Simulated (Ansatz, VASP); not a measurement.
## Two plane-wave programs on HfB

```xyz
2
Lattice="0.0000 2.4255 2.1945 2.4255 0.0000 2.1945 2.4255 2.4255 0.0000" Properties=species:S:1:pos:R:3 pbc="T T T"
Hf    2.4255    2.4255    2.1945
B     0.0000    0.0000    0.0000
```

Change from the starting cell: strain +0.050 along x and y, -0.050 along z, atoms carried along.

Alike in both runs: task single point; functional LDA; k mesh 18 × 18 × 18; occupations gaussian, width 0.15 eV; no spin polarisation.

|  | VASP | Ansatz |
| --- | --- | --- |
| version | VASP 6.6.1 | Ansatz 0.2.0 |
| potentials or method | VASP PAW LDA potentials, release 64 (Hf_pv, B) | scalar-relativistic, plane waves, PAW |
| plane-wave cutoff (eV) | 520 | 420 |
| valence electrons in the cell | 13 | 29 |

VASP gave:

* gap on the k mesh at the Fermi level (eV): none
* pressure (GPa): 11.7
* largest component of the traceless stress (GPa): 29.95

**Question.** What did Ansatz give for the same quantities?

**Answer.** gap on the k mesh at the Fermi level (eV): none; pressure (GPa): 10.3; largest component of the traceless stress (GPa): 29.45.

A gap of «none» marks a metal or a gap that the smearing closes. The two sets of potentials don't hold the same shells in valence.

The runs have no spin-orbit coupling, so splittings on Hf are missing.
